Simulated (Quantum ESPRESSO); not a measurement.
Set up this calculation in Quantum ESPRESSO 7.5, as the native input.

| Property | Result |
| --- | --- |
| Task | single point |
| Functional | PBE |
| Potentials or basis | GBRV 1.5 PBE |
| Cutoff | 612 eV |
| Density cutoff | 4898 eV |
| k mesh | 3 × 3 × 2 |
| Occupations | gaussian, width 0.05 eV |
| Spin | collinear spin, ferromagnetic start |
| Starting moments | [4.0, 4.0, 0.0, 0.0] μB |
| Hubbard terms | Fe d U = 3 eV |
| Hubbard projectors | ortho-atomic |
| Double | 1 |
| Magnetic state asked for | free |
| Moments locked | none |
| Start of the occupations | random6 |
| Formal shell electrons | 1 d6, 2 d6 |
| Mixing beta | 0.3 |
| Nosym | yes |
| SCF threshold | 1e-06 Ry |
| Most SCF iterations | 100 |
| Mixing ndim | 12 |

The system is FeO.

```
Fe O
1.0
     3.25004    0.00000    0.00000
     0.00000    3.25004    0.00000
     0.00000    0.00000    4.75868
Fe O
2 2
Cartesian
  0.0000 0.0000 0.0000
  1.6250 1.6250 0.0000
  1.6250 0.0000 1.2706
  0.0000 1.6250 3.4881
```

The cell was built by a generator and needn't be a form met in nature.

One way to write it, as run:

pw.in

```
&CONTROL
  calculation = 'scf'
  prefix = 'pwscf'
  outdir = './tmp'
  pseudo_dir = './pseudo'
  tprnfor = .true.
  disk_io = 'nowf'
/
&SYSTEM
  ibrav = 0
  nat = 4
  ntyp = 2
  ecutwfc = 45
  ecutrho = 360
  nbnd = 34
  occupations = 'smearing'
  smearing = 'gaussian'
  degauss = 0.00367493
  nspin = 2
  starting_magnetization(1) = 0.25
  starting_magnetization(2) = 0
  nosym = .true.
/
&ELECTRONS
  conv_thr = 1d-06
  electron_maxstep = 100
  mixing_beta = 0.3
  mixing_ndim = 12
  startingpot = 'file'
/
ATOMIC_SPECIES
Fe    55.8450 fe_pbe_v1.5.uspp.F.UPF
O     15.9990 o_pbe_v1.2.uspp.F.UPF
CELL_PARAMETERS angstrom
   3.2500376500    0.0000000000    0.0000000000
   0.0000000000    3.2500376500    0.0000000000
   0.0000000000    0.0000000000    4.7586758100
ATOMIC_POSITIONS crystal
Fe     0.0000000000    0.0000000000    0.0000000000
Fe     0.5000000000    0.5000000000    0.0000000000
O      0.5000000000    0.0000000000    0.2670000000
O      0.0000000000    0.5000000000    0.7330000000
K_POINTS automatic
3 3 2 0 0 0
HUBBARD {ortho-atomic}
U Fe-3d 3.0
```

start.in

```
&CONTROL
  calculation = 'scf'
  prefix = 'pwscf'
  outdir = './tmp'
  pseudo_dir = './pseudo'
  disk_io = 'nowf'
/
&SYSTEM
  ibrav = 0
  nat = 4
  ntyp = 2
  ecutwfc = 45
  ecutrho = 360
  nbnd = 34
  occupations = 'smearing'
  smearing = 'gaussian'
  degauss = 0.00367493
  nspin = 2
  starting_magnetization(1) = 0.25
  starting_magnetization(2) = 0
  nosym = .true.
/
&ELECTRONS
  conv_thr = 1d-06
  electron_maxstep = 1
  mixing_beta = 0.3
  mixing_ndim = 12
  scf_must_converge = .false.
/
ATOMIC_SPECIES
Fe    55.8450 fe_pbe_v1.5.uspp.F.UPF
O     15.9990 o_pbe_v1.2.uspp.F.UPF
CELL_PARAMETERS angstrom
   3.2500376500    0.0000000000    0.0000000000
   0.0000000000    3.2500376500    0.0000000000
   0.0000000000    0.0000000000    4.7586758100
ATOMIC_POSITIONS crystal
Fe     0.0000000000    0.0000000000    0.0000000000
Fe     0.5000000000    0.5000000000    0.0000000000
O      0.5000000000    0.0000000000    0.2670000000
O      0.0000000000    0.5000000000    0.7330000000
K_POINTS automatic
3 3 2 0 0 0
HUBBARD {ortho-atomic}
U Fe-3d 3.0
```

occup.txt

```
 1.0000  0.0000  0.0000  0.0000  0.0000
 0.0000  1.0000  0.0000  0.0000  0.0000
 0.0000  0.0000  1.0000  0.0000  0.0000
 0.0000  0.0000  0.0000  1.0000  0.0000
 0.0000  0.0000  0.0000  0.0000  1.0000
 0.0262  0.0688 -0.0488  0.1034  0.0876
 0.0688  0.1808 -0.1283  0.2718  0.2304
-0.0488 -0.1283  0.0911 -0.1929 -0.1635
 0.1034  0.2718 -0.1929  0.4085  0.3462
 0.0876  0.2304 -0.1635  0.3462  0.2935
 1.0000  0.0000  0.0000  0.0000  0.0000
 0.0000  1.0000  0.0000  0.0000  0.0000
 0.0000  0.0000  1.0000  0.0000  0.0000
 0.0000  0.0000  0.0000  1.0000  0.0000
 0.0000  0.0000  0.0000  0.0000  1.0000
 0.0866 -0.1571  0.0036 -0.1911  0.1338
-0.1571  0.2848 -0.0066  0.3466 -0.2426
 0.0036 -0.0066  0.0002 -0.0080  0.0056
-0.1911  0.3466 -0.0080  0.4218 -0.2952
 0.1338 -0.2426  0.0056 -0.2952  0.2066
 0.0000  0.0000  0.0000  0.0000  0.0000
 0.0000  0.0000  0.0000  0.0000  0.0000
 0.0000  0.0000  0.0000  0.0000  0.0000
 0.0000  0.0000  0.0000  0.0000  0.0000
 0.0000  0.0000  0.0000  0.0000  0.0000
 0.0000  0.0000  0.0000  0.0000  0.0000
 0.0000  0.0000  0.0000  0.0000  0.0000
 0.0000  0.0000  0.0000  0.0000  0.0000
 0.0000  0.0000  0.0000  0.0000  0.0000
 0.0000  0.0000  0.0000  0.0000  0.0000
 0.0000  0.0000  0.0000  0.0000  0.0000
 0.0000  0.0000  0.0000  0.0000  0.0000
 0.0000  0.0000  0.0000  0.0000  0.0000
 0.0000  0.0000  0.0000  0.0000  0.0000
 0.0000  0.0000  0.0000  0.0000  0.0000
 0.0000  0.0000  0.0000  0.0000  0.0000
 0.0000  0.0000  0.0000  0.0000  0.0000
 0.0000  0.0000  0.0000  0.0000  0.0000
 0.0000  0.0000  0.0000  0.0000  0.0000
 0.0000  0.0000  0.0000  0.0000  0.0000
```

Potentials or basis: GBRV 1.5 PBE.

Run with:

```console
$ OMP_NUM_THREADS=1 pw.x -in start.in > start.out
$ cp occup.txt tmp/pwscf.save/occup.txt
$ OMP_NUM_THREADS=1 pw.x -in pw.in > pw.out
```

It gave:

The largest force is 1.782 eV/Å and the band gap on the k mesh is none (metal or under the smearing width). The net moment is 8.00 μB per cell, the absolute moment is 8.04 μB per cell and the site moments are Fe +3.33; O +0.42 μB. The valence electrons inside the program's atomic spheres are Fe 13.43; O 5.53.

Caveat: the k mesh is coarse (spacing up to 0.66 Å⁻¹), so the values aren't converged; only a ferromagnetic start was run, and an antiferromagnetic order may lie lower in energy; forces of over 1 eV/Å show positions far from the minimum, so gaps and moduli don't describe the material at rest.

It took 49 s on 1 thread of Intel(R) Xeon(R) Processor @ 2.70GHz (shared host), peak memory 0.21 GiB.
